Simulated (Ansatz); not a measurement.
# Ga: the cost of one run

Computed with Ansatz 0.2.0 (DFT PBE, scalar-relativistic, plane waves, PAW, unless a step's input says otherwise).

## (1) Starting point

The structure is tetragonal, space group P4/mmm (No. 123). Conventional cell: a = 2.687 Å, b = 2.687 Å, c = 5.840 Å, α = 90.00°, β = 90.00°, γ = 90.00°. Around Ga (site symmetry 4mm) lie 5 Ga at 2.63 to 2.69 Å.

Structure file:

```
Ga
1.0
     2.68722    0.00000    0.00000
     0.00000    2.68722    0.00000
     0.00000    0.00000    5.84040
Ga
2
Direct
  0.50000 0.50000 0.22554
  0.50000 0.50000 0.77446
```

A structure generator made this guess: random cell by space group and Wyckoff sites (P4/mmm, No. 123). Its size is a rough estimate.

## (2) Probe: one point on a coarse mesh

The input, input.yaml:

```yaml
crystal:
  lattice:
    - [2.68722415, 0.0, 0.0]
    - [0.0, 2.68722415, 0.0]
    - [0.0, 0.0, 5.84039926]
  atoms:
    - { symbol: Ga, position: [0.5, 0.5, 0.22554276] }
    - { symbol: Ga, position: [0.5, 0.5, 0.77445724] }
basis:
  ecutwfc: 420
kpoints:
  mp_grid: { grid: [6, 6, 4] }
hamiltonian:
  xc: pbe
scf:
  occupations: { method: gaussian, width: 0.1 }
  lower_state_search: "off"
output:
  forces: true
  stress: true
  eigenvalues: true
```

On the command line:

```
> ansatz run input.yaml --threads 1 --pin off --max-ram 2560MiB --backend cpu --events-out ev --progress --plain --runs-dir out
```

Q: Estimate wall time and peak memory on 1 thread of Arm Neoverse V2, shared host.

About 1.1 s, with a peak of 0.28 GiB.
